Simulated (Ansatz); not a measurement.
# An added O started as a split pair with an Al atom in corundum Al2O3, 121 atoms, charge 0

All numbers come from Ansatz (PAW, plane waves, no spin–orbit coupling) at the single k point (¼, ¼, ¼) without its symmetry partners. The atoms were relaxed with PBEsol in a fixed cell; other functionals are single points on those atoms unless said otherwise. The valence top and gap of the host come from its small cell on a dense mesh, with the band extrema sought between the mesh points, lined up by the mean potential, PBEsol gap 6.03 eV, HSE06 gap 7.99 eV, r²SCAN gap 7.03 eV.

Cell: a = 9.548 Å, b = 9.548 Å, c = 13.014 Å, α = 90.00°, β = 90.00°, γ = 120.00°.

Nearest atoms after relaxation, from the placed atom (for vacancies from the middle of the vacant sites): O at 1.47 Å, Al at 1.87 Å, Al at 1.92 Å, Al at 2.22 Å, O at 2.22 Å, O at 2.46 Å, O at 2.46 Å, O at 2.47 Å.

Chemical potentials μ are those of reference phases of the elements at zero temperature by the same functional (the usual solids, diamond for C, grey Sn, and the molecules H2, N2, O2, F2, Cl2, Br2 and S8).

```tsv
functional	E(defect) − E(host) − Σ nμ + q·E_VBM (eV)	monopole (eV)	alignment (eV)	formation energy at E_F = VBM (eV)	moment (μB)	wall time, shared host
PBEsol	3.55	0.00	0.00	3.55	0 (no spin)	20 s on NVIDIA GB200 (relaxation)
HSE06	3.98	0.00	0.00	3.98	0 (no spin)	22 s on NVIDIA GB200
r²SCAN	3.88	0.00	0.00	3.88	0 (no spin)	4 s on NVIDIA GB200
```

HSE06 one-electron levels near the gap (the ten most localised at most), from the host's valence top:

| level (eV) | spin | filling | atoms sharing it | element of the atom with most weight |
| --- | --- | --- | --- | --- |
| -0.25 | both | 2.00 | 69.8 | spread |
| -0.23 | both | 2.00 | 59.7 | spread |
| -0.20 | both | 2.00 | 63.2 | spread |
| -0.16 | both | 2.00 | 70.6 | spread |
| -0.14 | both | 2.00 | 70.5 | spread |
| -0.12 | both | 2.00 | 69.4 | spread |
| -0.05 | both | 2.00 | 73.6 | spread |
| 0.33 | both | 2.00 | 7.5 | O |
| 0.41 | both | 2.00 | 6.5 | O |
| 7.91 | both | 0.00 | 2.8 | O |

r²SCAN one-electron levels near the gap (the ten most localised at most), from the host's valence top:

| level (eV) | spin | filling | atoms sharing it | element of the atom with most weight |
| --- | --- | --- | --- | --- |
| -0.29 | both | 2.00 | 63.1 | spread |
| -0.28 | both | 2.00 | 61.1 | spread |
| -0.26 | both | 2.00 | 62.5 | spread |
| -0.20 | both | 2.00 | 59.3 | spread |
| -0.17 | both | 2.00 | 63.0 | spread |
| -0.12 | both | 2.00 | 67.7 | spread |
| -0.10 | both | 2.00 | 67.4 | spread |
| 0.44 | both | 2.00 | 6.8 | O |
| 0.54 | both | 2.00 | 5.8 | O |
| 6.30 | both | 0.00 | 2.7 | O |

All elements are taken at their own reference at once; growth conditions in equilibrium with the host shift these energies, by up to the host's formation enthalpy.

One k point and a cell of this size can leave errors of several tenths of an eV in such numbers.

The added oxygen did not stay paired with aluminium: it ends 1.47 Å from another oxygen, the length of a peroxide single bond. This is the expected way to take up a neutral oxygen atom in an oxide whose cations have no further valence electrons to give. The added atom and a lattice oxide ion together form a peroxide ion, with no need for a hole in the valence band or a higher aluminium oxidation state.

The levels fit this picture. The two filled oxygen states low in the gap are probably the π* pair, mixed with neighbouring O 2p orbitals, while the more localised empty state is probably the O–O σ* orbital. r²SCAN places the latter high in the gap, but in HSE06 it lies too close to the conduction edge to be called a gap state.

The formation energy is clearly positive with all three functionals even against molecular oxygen, so oxygen-poorer conditions would only raise it. Whether captured electrons would fill σ* and split the pair into separate oxide ions remains untested, as only the neutral state was computed.
